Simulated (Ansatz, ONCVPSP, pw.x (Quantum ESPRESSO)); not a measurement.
**Ta (Z = 73): does the ONCV potential hold in the solid?**

| Quantity | Value |
| --- | --- |
| Element | Ta (Z = 73) |
| Generator | ONCVPSP 4.0.1.1 (patched build) |
| Type | optimised norm-conserving Vanderbilt (ONCV) |
| Functional | PBE |
| Relativity | scalar-relativistic |
| Frozen core | [Kr] 4d10 4f14 |
| Valence charge | 13 |
| Reference configuration | 5s2 5p6 5d3 6s2 |
| Partial waves | 5s+6s: rc 1.55 bohr, ncon 5, nbas 9, qcut 7 1/bohr, 2 projectors; 5p: rc 1.60 bohr, ncon 4, nbas 8, qcut 9.7 1/bohr, 2 projectors, debl 1.8 Ha; 5d: rc 1.65 bohr, ncon 4, nbas 7, qcut 6.9 1/bohr, 1 projector |
| Local potential | polynomial inside 1.55 bohr (lpopt 4, dvloc0 0 Ha) |
| Core correction | Teter function, fcfact 3.5, rcfact 1.2 |

Atomic tests: cutoffs needed: 29 Ha and 66 Ha (the cutoffs (Ha) at which the residual kinetic energy of the hardest occupied pseudo-wave falls to 1 and 0.1 mHa per electron); ghost test: no bound ghost flagged; GHOST(+) flagged for s at 384.7 eV; largest excitation error: +8.1 meV (all-electron minus pseudo) for 5s2 5p6 5d2 6s0, out of 4 test configurations.

Crystal test: fcc Ta in pw.x 7.5, no spin, 13³ k-points, Fermi–Dirac smearing 0.01 Ry, cutoffs 155/620 Ry. The reference is all-electron LAPW (Ansatz 0.2.0) with the same functional, mesh and smearing; V0 and B0 come from Birch–Murnaghan fits to the pressures at five volumes. Errors are pseudo minus all-electron; Δ is the rms difference of the E(V) curves that follow from these fits, minima aligned, over ±6 % about the mean V0. Mesh and smearing are coarse, so the numbers serve the comparison and aren't converged zero-temperature values; the lattice is a test structure that the element need not adopt.

All-electron: a0 = 4.224 Å (V0 = 18.84 Å³/atom), B0 = 188.4 GPa.

**Question.** How far does the potential miss the all-electron equation of state?

**Answer.** mean pressure error (GPa): -1.68; a0 (Å): 4.211; a0 error (%): -0.30; B0 error (%): +0.2; Δ (meV/atom): 7.0.

| V (Å³/atom) | P all-electron (GPa) | P pseudo (GPa) |
| --- | --- | --- |
| 17.984 | 9.60 | 7.62 |
| 18.458 | 4.06 | 2.25 |
| 18.931 | -0.85 | -2.51 |
| 19.404 | -5.22 | -6.75 |
| 19.878 | -9.10 | -10.50 |

**Question.** At the middle volume, how do free energy and pressure move when the wave cutoff is lowered (ecutrho kept at four times it)?

**Answer.**

```json
{"cutoff (Ry)": "70", "shift of F (meV/atom)": "+20.9", "shift of P (GPa)": "-1.23"}
{"cutoff (Ry)": "93", "shift of F (meV/atom)": "+5.4", "shift of P (GPa)": "+0.04"}
{"cutoff (Ry)": "124", "shift of F (meV/atom)": "+1.4", "shift of P (GPa)": "+0.08"}
```

The run at the middle volume (84 k-points, 7 iterations) took about 2.1 min on one core of a shared host (Neoverse-N1, 64 threads, 124 GiB, load 63).
